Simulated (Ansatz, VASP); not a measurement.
## Pd: VASP beside Ansatz

```
Pd
1.0
     0.00000    1.90676    1.90676
     1.90676    0.00000    1.90676
     1.90676    1.90676    0.00000
Pd
1
Direct
  0.00000 0.00000 0.00000
```

Alike in both runs: task single point; functional PBEsol; dispersion D3(BJ); k mesh 12 × 12 × 12; occupations fermi-dirac, width 0.05 eV; no spin polarisation.

|  | VASP | Ansatz |
| --- | --- | --- |
| version | VASP 6.6.1 | Ansatz 0.2.0 |
| potentials or method | VASP PAW PBE potentials, release 64 (Pd) | Ansatz PAW |
| plane-wave cutoff (eV) | 520 | 420 |
| valence electrons in the cell | 10 | 18 |

VASP gave:

```
gap on the k mesh at the Fermi level (eV) : none
pressure (GPa)                            : 2.8
dispersion energy (meV/atom)              : -662.0
```

Estimate Ansatz's values.

gap on the k mesh at the Fermi level (eV): none; pressure (GPa): 3.2; dispersion energy (meV/atom): -662.2.

A gap of «none» marks a metal or a gap that the smearing closes. The two sets of potentials don't hold the same shells in valence.

Caveats: pairwise dispersion overbinds metals, which lowers pressure and volume; the PAW data sets were made with another functional, which shifts forces and pressure a little (VASP); the PAW data sets come from PBE, with cores solved anew for the run's functional, which leaves a small shift of forces and pressure (Ansatz).
